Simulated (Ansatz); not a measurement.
**AlN (zincblende) under strain**

Zincblende AlN, relaxed with r2SCAN in Ansatz. It is cubic, F-43m (No. 216); conventional cell a = 4.370 Å, 10.43 Å³ an atom. Al is surrounded by 4 N at 1.89 Å; N is surrounded by 4 Al at 1.89 Å.

The axes x, y and z are those of this cell:
```xyz
2
Lattice="0.0000 2.1849 2.1849 2.1849 0.0000 2.1849 2.1849 2.1849 0.0000" Properties=species:S:1:pos:R:3 pbc="T T T"
Al    0.0000    0.0000    0.0000
N     1.0924    1.0924    1.0924
```

Unstrained: With PBE the valence top lies at Γ and the conduction bottom at X, 3.325 eV higher; the smallest vertical gap, at Γ, is 4.176 eV. With r2SCAN the valence top lies at Γ and the conduction bottom at X, 3.941 eV higher; the smallest vertical gap, at Γ, is 4.842 eV. With HSE06 the valence top lies at Γ and the conduction bottom at X, 4.552 eV higher; the smallest vertical gap, at Γ, is 5.547 eV. Meshes: PBE 10×10×10, r2SCAN 10×10×10, HSE06 8×8×8. Strains are changes of length per length. After each strain the atoms were relaxed again with r2SCAN within the symmetry that the strain leaves, so tilts or polar shifts that break it weren't tested; points keep the names that they have in the unstrained zone. The values are computed, spin-unpolarised, and not measurements.

Changes of the least gap in eV (an overlap counts as a negative gap):

| strain | volume change (%) | space group | PBE | r2SCAN | HSE06 | G0W0@PBE (mesh) | energy rise, r2SCAN (meV/atom) |
| --- | --- | --- | --- | --- | --- | --- | --- |
| epitaxial -4.0 % in the plane normal to [111], free normal strain +1.39 % | -6.6 | R3m | -0.214 | -0.201 | -0.184 | -0.17 | 59.4 |
| epitaxial -3.0 % in the plane normal to [111], free normal strain +1.04 % | -4.9 | R3m | -0.140 | -0.130 | -0.117 | -0.10 | 32.8 |
| epitaxial -2.0 % in the plane normal to [111], free normal strain +0.69 % | -3.3 | R3m | -0.081 | -0.075 | -0.066 | -0.05 | 14.3 |
| epitaxial -1.0 % in the plane normal to [111], free normal strain +0.34 % | -1.7 | R3m | -0.034 | -0.031 | -0.026 | -0.02 | 3.5 |
| epitaxial +1.0 % in the plane normal to [111], free normal strain -0.33 % | +1.7 | R3m | -0.082 | -0.089 | -0.088 | -0.11 | 3.3 |
| epitaxial +2.0 % in the plane normal to [111], free normal strain -0.65 % | +3.4 | R3m | -0.162 | -0.175 | -0.174 | -0.21 | 13.1 |
| epitaxial +3.0 % in the plane normal to [111], free normal strain -0.97 % | +5.1 | R3m | -0.242 | -0.263 | -0.260 | -0.32 | 28.8 |
| epitaxial +4.0 % in the plane normal to [111], free normal strain -1.29 % | +6.8 | R3m | -0.318 | -0.346 | -0.342 | -0.42 | 50.2 |

Unstrained, G0W0@PBE with 87 empty bands, a screening cutoff of 150 eV and a 6×6×6 mesh gives 4.68 eV on its mesh; the band count follows the volume. The G0W0 figures hold for the stated bands, cutoff and mesh and aren't extrapolated.

Epitaxial -4.0 % in the plane normal to [111], free normal strain +1.39 %. HSE06: the gap goes from 4.552 to 4.368 eV (-0.184 eV); with r2SCAN the top three valence levels at Γ, degenerate before, become 2+1 from the top over 569 meV. Stress change with r2SCAN, compression positive: xx +16.24, yy +16.24, zz +16.24, xy -8.13, xz -8.13, yz -8.13 GPa.

Epitaxial -3.0 % in the plane normal to [111], free normal strain +1.04 %. HSE06: the gap goes from 4.552 to 4.435 eV (-0.117 eV); with r2SCAN the top three valence levels at Γ, degenerate before, become 2+1 from the top over 406 meV. Stress change with r2SCAN, compression positive: xx +11.74, yy +11.74, zz +11.74, xy -5.88, xz -5.88, yz -5.88 GPa.

Epitaxial -2.0 % in the plane normal to [111], free normal strain +0.69 %. HSE06: the gap goes from 4.552 to 4.486 eV (-0.066 eV); with r2SCAN the top three valence levels at Γ, degenerate before, become 2+1 from the top over 259 meV. Stress change with r2SCAN, compression positive: xx +7.53, yy +7.53, zz +7.53, xy -3.76, xz -3.76, yz -3.76 GPa.

Epitaxial -1.0 % in the plane normal to [111], free normal strain +0.34 %. HSE06: the gap goes from 4.552 to 4.526 eV (-0.026 eV); with r2SCAN the top three valence levels at Γ, degenerate before, become 2+1 from the top over 122 meV. Stress change with r2SCAN, compression positive: xx +3.63, yy +3.63, zz +3.63, xy -1.82, xz -1.82, yz -1.82 GPa.

Epitaxial +1.0 % in the plane normal to [111], free normal strain -0.33 %. HSE06: the gap goes from 4.552 to 4.464 eV (-0.088 eV); with r2SCAN the top three valence levels at Γ, degenerate before, become 1+2 from the top over 107 meV. Stress change with r2SCAN, compression positive: xx -3.38, yy -3.38, zz -3.38, xy +1.68, xz +1.68, yz +1.68 GPa.

Epitaxial +2.0 % in the plane normal to [111], free normal strain -0.65 %. HSE06: the gap goes from 4.552 to 4.378 eV (-0.174 eV); with r2SCAN the top three valence levels at Γ, degenerate before, become 1+2 from the top over 201 meV. Stress change with r2SCAN, compression positive: xx -6.50, yy -6.50, zz -6.50, xy +3.24, xz +3.24, yz +3.24 GPa.

Epitaxial +3.0 % in the plane normal to [111], free normal strain -0.97 %. HSE06: the gap goes from 4.552 to 4.292 eV (-0.260 eV); with r2SCAN the top three valence levels at Γ, degenerate before, become 1+2 from the top over 288 meV. Stress change with r2SCAN, compression positive: xx -9.35, yy -9.35, zz -9.35, xy +4.66, xz +4.66, yz +4.66 GPa.

Epitaxial +4.0 % in the plane normal to [111], free normal strain -1.29 %. HSE06: the gap goes from 4.552 to 4.210 eV (-0.342 eV); with r2SCAN the top three valence levels at Γ, degenerate before, become 1+2 from the top over 361 meV. Stress change with r2SCAN, compression positive: xx -11.97, yy -11.97, zz -11.97, xy +5.98, xz +5.98, yz +5.98 GPa.

The meshes of the hybrids are coarse, so their gaps aren't converged to the digits shown.

The splittings at Γ are without spin-orbit coupling, which regroups them where it is of like size or larger.
